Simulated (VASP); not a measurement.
# Sb2Pt (Pa-3) in VASP: single point with PBE+D3(BJ)

Aim: the single point of Sb2Pt with PBE+D3(BJ).

Program: VASP 6.6.1. These are calculated values, not measurements. Logs are shortened: lines on timing, memory, paths and dates and some standing lists are left out, and cuts for length are marked.

**What was measured.**

From a printed reference work, data compilation, for a bulk crystal of Sb2Pt: band gap 0.11 eV.

The runs below are set against these values where they give the same quantity.

### Step 1. The structure

Symmetry: Pa-3, No. 205, cubic system. Conventional cell: a = 6.474 Å, b = 6.474 Å, c = 6.474 Å, α = 90.00°, β = 90.00°, γ = 90.00°. Sb (site symmetry 3) has 3 Pt at 2.68 Å and 1 Sb at 2.81 Å as nearest neighbours. Pt (site symmetry -3) is surrounded by 6 Sb at 2.68 Å.

The cell is a database's computed one.

### Step 2. Single point, PBE+D3(BJ)

INCAR

```
SYSTEM = Sb2Pt
PREC = Accurate
ENCUT = 520
EDIFF = 1E-6
ISMEAR = 0
SIGMA = 0.1
LREAL = .False.
LASPH = .True.
NELM = 100
ALGO = Fast
ISIF = 2
LWAVE = .False.
LCHARG = .False.
GGA = PE
IVDW = 12
NBANDS = 52
```

KPOINTS

```
Automatic mesh
0
Gamma
  6 6 6
  0 0 0
```

POSCAR

```
Sb2Pt
1.0
    6.4740797802      0.0000000000      0.0000000000
    0.0000000000      6.4740797802      0.0000000000
    0.0000000000      0.0000000000      6.4740797802
Sb Pt
8 4
Direct
    0.3748520368      0.1251479632      0.8748520368
    0.1251479632      0.8748520368      0.3748520368
    0.8748520368      0.3748520368      0.1251479632
    0.6251479632      0.6251479632      0.6251479632
    0.3748520368      0.3748520368      0.3748520368
    0.1251479632      0.6251479632      0.8748520368
    0.8748520368      0.1251479632      0.6251479632
    0.6251479632      0.8748520368      0.1251479632
    0.0000000000      0.5000000000      0.5000000000
    0.5000000000      0.5000000000      0.0000000000
    0.5000000000      0.0000000000      0.5000000000
    0.0000000000      0.0000000000      0.0000000000
```

Potentials or basis: VASP PAW PBE potentials, release 64 (Sb, Pt).

On the command line:

```
$ cat potpaw_PBE.64/Sb/POTCAR potpaw_PBE.64/Pt/POTCAR > POTCAR
$ mpirun -np 1 vasp_std > vasp.out
```

OUTCAR:

```text
SYSTEM = Sb2Pt
   PREC = Accurate
   ENCUT = 520
   EDIFF = 1E-6
   ISMEAR = 0
   LREAL = .False.
   LASPH = .True.
   NELM = 100
   ISIF = 2
   GGA = PE
   IVDW = 12
 IVDW          = 12

 ion  position               nearest neighbor table
   1  0.375  0.125  0.875-  10 2.68  11 2.68  12 2.68   8 2.81   6 3.62   7 3.62   5 3.62   5 3.62
                             6 3.62   7 3.62
   2  0.125  0.875  0.375-   9 2.68  11 2.68  12 2.68   7 2.81   6 3.62   5 3.62   8 3.62   6 3.62
                             5 3.62   8 3.62
   3  0.875  0.375  0.125-   9 2.68  10 2.68  12 2.68   6 2.81   5 3.62   7 3.62   8 3.62   7 3.62
                             8 3.62   5 3.62
   4  0.625  0.625  0.625-   9 2.68  10 2.68  11 2.68   5 2.81   6 3.62   7 3.62   8 3.62   8 3.62
                             7 3.62   6 3.62
   5  0.375  0.375  0.375-   9 2.68  10 2.68  11 2.68   4 2.81   2 3.62   3 3.62   1 3.62   1 3.62
                             2 3.62   3 3.62
   6  0.125  0.625  0.875-   9 2.68  10 2.68  12 2.68   3 2.81   2 3.62   1 3.62   4 3.62   2 3.62
                             1 3.62   4 3.62
   7  0.875  0.125  0.625-   9 2.68  11 2.68  12 2.68   2 2.81   1 3.62   3 3.62   4 3.62   3 3.62
                             4 3.62   1 3.62
   8  0.625  0.875  0.125-  10 2.68  11 2.68  12 2.68   1 2.81   2 3.62   3 3.62   4 3.62   4 3.62
                             3 3.62   2 3.62
   9  0.000  0.500  0.500-   2 2.68   3 2.68   4 2.68   5 2.68   6 2.68   7 2.68
  10  0.500  0.500  0.000-   1 2.68   3 2.68   4 2.68   5 2.68   6 2.68   8 2.68
  11  0.500  0.000  0.500-   1 2.68   2 2.68   4 2.68   5 2.68   7 2.68   8 2.68
  12  0.000  0.000  0.000-   1 2.68   2 2.68   3 2.68   6 2.68   7 2.68   8 2.68

  LATTYP: Found a simple cubic cell.
 ALAT       =     6.4740797802

  Lattice vectors:

 A1 = (   6.4740797802,   0.0000000000,   0.0000000000)
 A2 = (   0.0000000000,   6.4740797802,   0.0000000000)
 A3 = (   0.0000000000,   0.0000000000,   6.4740797802)

Analysis of symmetry for initial positions (statically):
=====================================================================
 Subroutine PRICEL returns:
 Original cell was already a primitive cell.

 Routine SETGRP: Setting up the symmetry group for a
 simple cubic supercell.

 Subroutine GETGRP returns: Found 24 space group operations
 (whereof  6 operations were pure point group operations)
 out of a pool of 48 trial point group operations.

The static configuration has the point symmetry S_6 .
 The point group associated with its full space group is T_h .

Analysis of symmetry for dynamics (positions and initial velocities):
=====================================================================
 Subroutine PRICEL returns:
 Original cell was already a primitive cell.

 Routine SETGRP: Setting up the symmetry group for a
 simple cubic supercell.

 Subroutine GETGRP returns: Found 24 space group operations
 (whereof  6 operations were pure point group operations)
 out of a pool of 48 trial point group operations.

The dynamic configuration has the point symmetry S_6 .
 The point group associated with its full space group is T_h .

 Subroutine INISYM returns: Found 24 space group operations
 (whereof  6 operations are pure point group operations),
 and found     1 'primitive' translations

----------------------------------------------------------------------------------------

                                     Primitive cell

  volume of cell :     271.3527

  direct lattice vectors                    reciprocal lattice vectors
     6.474079780  0.000000000  0.000000000     0.154462106  0.000000000  0.000000000
     0.000000000  6.474079780  0.000000000     0.000000000  0.154462106  0.000000000
     0.000000000  0.000000000  6.474079780     0.000000000  0.000000000  0.154462106

  length of vectors
     6.474079780  6.474079780  6.474079780     0.154462106  0.154462106  0.154462106

  position of ions in fractional coordinates (direct lattice)
     0.374852037  0.125147963  0.874852037
     0.125147963  0.874852037  0.374852037
     0.874852037  0.374852037  0.125147963
     0.625147963  0.625147963  0.625147963
     0.374852037  0.374852037  0.374852037
     0.125147963  0.625147963  0.874852037
     0.874852037  0.125147963  0.625147963
     0.625147963  0.874852037  0.125147963
     0.000000000  0.500000000  0.500000000
     0.500000000  0.500000000  0.000000000
     0.500000000  0.000000000  0.500000000
     0.000000000  0.000000000  0.000000000

  ion indices of the primitive-cell ions
   primitive index   ion index
                 1           1
                 2           2
                 3           3
                 4           4
                 5           5
                 6           6
                 7           7
                 8           8
                 9           9
                10          10
                11          11
                12          12

----------------------------------------------------------------------------------------

 KPOINTS: Automatic mesh

Automatic generation of k-mesh.
 Grid dimensions read from file:
 generate k-points for:    6    6    6

 Generating k-lattice:

  Cartesian coordinates                     Fractional coordinates (reciprocal lattice)
     0.025743684  0.000000000  0.000000000     0.166666667  0.000000000  0.000000000
     0.000000000  0.025743684  0.000000000     0.000000000  0.166666667  0.000000000
     0.000000000  0.000000000  0.025743684     0.000000000  0.000000000  0.166666667

  Length of vectors
     0.025743684  0.025743684  0.025743684

  Shift w.r.t. Gamma in fractional coordinates (k-lattice)
     0.000000000  0.000000000  0.000000000

 Subroutine IBZKPT returns following result:
 ===========================================

 Found     24 irreducible k-points:

 Following reciprocal coordinates:
            Coordinates               Weight
  0.000000  0.000000  0.000000      1.000000
  0.166667  0.000000  0.000000      6.000000
  0.333333  0.000000  0.000000      6.000000
  0.500000  0.000000  0.000000      3.000000
  0.166667  0.166667  0.000000     12.000000
  0.333333  0.166667  0.000000     12.000000
[... 16 lines left out ...]
  0.500000  0.500000  0.333333      6.000000
  0.500000  0.500000  0.500000      1.000000
   k-points           NKPTS =     24   k-points in BZ     NKDIM =     24   number of bands    NBANDS=     52
   number of dos      NEDOS =    301   number of ions     NIONS =     12
   total plane-waves  NPLWV = 110592
   dimension x,y,z NGX =    48 NGY =   48 NGZ =   48
   dimension x,y,z NGXF=    96 NGYF=   96 NGZF=   96
   ions per type =               8   4
   NGX,Y,Z   is equivalent  to a cutoff of  12.33, 12.33, 12.33 a.u.
   NGXF,Y,Z  is equivalent  to a cutoff of  24.65, 24.65, 24.65 a.u.
 SYSTEM =  Sb2Pt
   PREC   = accura    normal or accurate (medium, high low for compatibility)
   ISTART =      0    job   : 0-new  1-cont  2-samecut
   ICHARG =      2    charge: 1-file 2-atom 10-const
   ISPIN  =      1    spin polarized calculation?
   LNONCOLLINEAR =      F non collinear calculations
   LSORBIT =      F    spin-orbit coupling
   LASPH  =      T    aspherical Exc in radial PAW
   ENCUT  =  520.0 eV  38.22 Ry    6.18 a.u.  12.04 12.04 12.04*2*pi/ulx,y,z
   NELM   =    100;   NELMIN=  2; NELMDL= -5     # of ELM steps
   EDIFF  = 0.1E-05   stopping-criterion for ELM
[... 8 lines left out ...]
   TEBEG  =    0.0;   TEEND  =   0.0 temperature during run
   PSTRESS=    0.0 pullay stress
   NELECT =      80.0000    total number of electrons
   NUPDOWN=      -1.0000    fix difference up-down
   EMIN   =  10.00;   EMAX   =-10.00  energy-range for DOS
   EFERMI =   0.00;   METHOD = LEGACY
   ISMEAR =     0;   SIGMA  =   0.10  broadening in eV -4-tet -1-fermi 0-gaus
   EFERMI_NEDOS =   21; number of points for ismear=-14 and -15
   IALGO  =     68    algorithm
   IMIX   =      4    mixing-type and parameters
     AMIX     =   0.40;   BMIX     =  1.00
     AMIX_MAG =   1.60;   BMIX_MAG =  1.00
  volume/ion in A,a.u.               =      22.61       152.60
  Fermi-wavevector in a.u.,A,eV,Ry     =   1.089582  2.059012 16.152700  1.187190
  Thomas-Fermi vector in A             =   2.225789
   LORBIT       =      0    0 simple, 1 ext, 2 COOP (PROOUT), +10 PAW based schemes
   GGA     = PE    functional components
   LHFCALC =     F    Hartree Fock is set to
   AEXX    =    0.0000 exact exchange contribution
   IVDW    =    12    specifies the selected vdW correction
   LEPSILON=     F    determine dielectric tensor
   LRPA    =     F    only Hartree local field effects (RPA)
 non-spin polarized calculation
 RMM-DIIS sequential band-by-band and
 Gauss-broadening in eV      SIGMA  =   0.10
  energy-cutoff  :      520.00
  volume of cell :      271.35
 maximum number of plane-waves:      7400
   NGX = 25   NGY = 25   NGZ = 25

 number of electron      79.9999988 magnetization

 Free energy of the ion-electron system (eV)
  ---------------------------------------------------
  ext. energy  EPLUGINS =         0.00000000
  ---------------------------------------------------
  free energy    TOTEN  =       -63.11787639 eV

  energy without entropy =      -63.11000660  energy(sigma->0) =      -63.11394149

 E-fermi :   9.1610     XC(G=0): -10.9012

 val. band max:        9.1578404204   @ k =   0.3333   0.3333   0.0000
 cond. band min:       9.2174370173   @ k =   0.1667   0.0000   0.0000
 fundamental gap:      0.0595965969
 Fermi energy:         9.1609700233

 k-point     1 :       0.0000    0.0000    0.0000
  band No.  band energies     occupation
      1      -3.5349      2.00000
      2      -1.2901      2.00000
      3      -1.2901      2.00000
      4      -1.2901      2.00000
      5       0.1859      2.00000
      6       0.1859      2.00000
[... 44 lines left out ...]
     51      13.6868      0.00000
     52      13.9221      0.00000

 k-point     2 :       0.1667    0.0000    0.0000
  band No.  band energies     occupation
      1      -3.4348      2.00000
      2      -1.5419      2.00000
      3      -1.2362      2.00000
      4      -1.2279      2.00000
      5       0.1919      2.00000
      6       0.2000      2.00000
[... 44 lines left out ...]
     51      13.4701      0.00000
     52      13.9385      0.00000

 k-point     3 :       0.3333    0.0000    0.0000
  band No.  band energies     occupation
      1      -3.1406      2.00000
      2      -2.0962      2.00000
      3      -1.1096      2.00000
      4      -1.0894      2.00000
      5       0.2361      2.00000
      6       0.2376      2.00000
[... 44 lines left out ...]
     51      13.3669      0.00000
     52      13.7576      0.00000
[... 1046 lines left out ...]
 k-point    23 :       0.5000    0.5000    0.3333
  band No.  band energies     occupation
      1      -1.5755      2.00000
      2      -1.5755      2.00000
      3      -1.5755      2.00000
      4      -1.5755      2.00000
      5      -0.4376      2.00000
      6      -0.4376      2.00000
[... 44 lines left out ...]
     51      12.1736      0.00000
     52      12.1736      0.00000

 k-point    24 :       0.5000    0.5000    0.5000
  band No.  band energies     occupation
      1      -1.3866      2.00000
      2      -1.3866      2.00000
      3      -1.3866      2.00000
      4      -1.3866      2.00000
      5      -0.7072      2.00000
      6      -0.7072      2.00000
[... 44 lines left out ...]
     51      11.8462      0.00000
     52      11.8462      0.00000

------------------------ aborting loop because EDIFF is reached ----------------------------------------

 Edisp (eV)   -7.12099

 E8    (eV) :    -3.3023

  FORCE on cell =-STRESS in cart. coord.  units (eV):
  Direction    XX          YY          ZZ          XY          YZ          ZX
  --------------------------------------------------------------------------------------
  -------------------------------------------------------------------------------------
  Total      -0.57092    -0.57092    -0.57092    -0.00000     0.00000     0.00000
  in kB      -3.37092    -3.37092    -3.37092    -0.00000     0.00000     0.00000
  external pressure =       -3.37 kB  Pullay stress =        0.00 kB

 VOLUME and BASIS-vectors are now :
 -----------------------------------------------------------------------------
  energy-cutoff  :      520.00
  volume of cell :      271.35
      direct lattice vectors                 reciprocal lattice vectors
     6.474079780  0.000000000  0.000000000     0.154462106  0.000000000  0.000000000
     0.000000000  6.474079780  0.000000000     0.000000000  0.154462106  0.000000000
     0.000000000  0.000000000  6.474079780     0.000000000  0.000000000  0.154462106

 POSITION                                       TOTAL-FORCE (eV/Angst)
 -----------------------------------------------------------------------------------
      2.42682      0.81022      5.66386        -0.028709      0.028709     -0.028709
      0.81022      5.66386      2.42682         0.028709     -0.028709     -0.028709
      5.66386      2.42682      0.81022        -0.028709     -0.028709      0.028709
      4.04726      4.04726      4.04726         0.028709      0.028709      0.028709
      2.42682      2.42682      2.42682        -0.028709     -0.028709     -0.028709
      0.81022      4.04726      5.66386         0.028709      0.028709     -0.028709
      5.66386      0.81022      4.04726        -0.028709      0.028709      0.028709
      4.04726      5.66386      0.81022         0.028709     -0.028709      0.028709
      0.00000      3.23704      3.23704         0.000000      0.000000      0.000000
      3.23704      3.23704      0.00000         0.000000      0.000000      0.000000
      3.23704      0.00000      3.23704         0.000000      0.000000      0.000000
      0.00000      0.00000      0.00000         0.000000      0.000000      0.000000
 -----------------------------------------------------------------------------------
    total drift:                                0.000000     -0.000000     -0.000000

  FREE ENERGIE OF THE ION-ELECTRON SYSTEM (eV)
  ---------------------------------------------------
  free  energy   TOTEN  =       -70.2388692231 eV

  energy  without entropy=      -70.2309994310  energy(sigma->0) =      -70.23493433
```

Run time: 4 min. Hardware: 1 thread of AMD EPYC 9R45 (Zen 5), shared host; peak memory 0.46 GiB.

Results:

```
Free energy                : -70.2389 eV
Pressure                   : -0.3 GPa
Largest force              : 0.050 eV/Å
Band gap on the k mesh     : none (metal or under the smearing width)
Dispersion energy per atom : -0.593 eV
```

Forces in eV/Å, atoms in the order of the input:
```
Sb  -0.029  0.029 -0.029
Sb   0.029 -0.029 -0.029
Sb  -0.029 -0.029  0.029
Sb   0.029  0.029  0.029
Sb  -0.029 -0.029 -0.029
Sb   0.029  0.029 -0.029
Sb  -0.029  0.029  0.029
Sb   0.029 -0.029  0.029
Pt   0.000  0.000  0.000
Pt   0.000  0.000  0.000
Pt   0.000  0.000  0.000
Pt   0.000  0.000  0.000
```

Caveat: pairwise dispersion overbinds metals, which lowers pressure and volume.

### Step 3. Against experiment

Step 2. A measured gap of Sb2Pt is 0.11 eV (a printed reference work, data compilation); the calculated 0.00 eV misses it by -0.11 eV. Spin-orbit coupling on Pt, Sb is left out. The value is that of PBE+D3(BJ) on a finite k mesh, which can miss the band edges, without temperature or zero-point motion. Semilocal functionals fall short of measured gaps as a rule. The cell is a database's relaxed one, not the measured one, which moves gaps too.
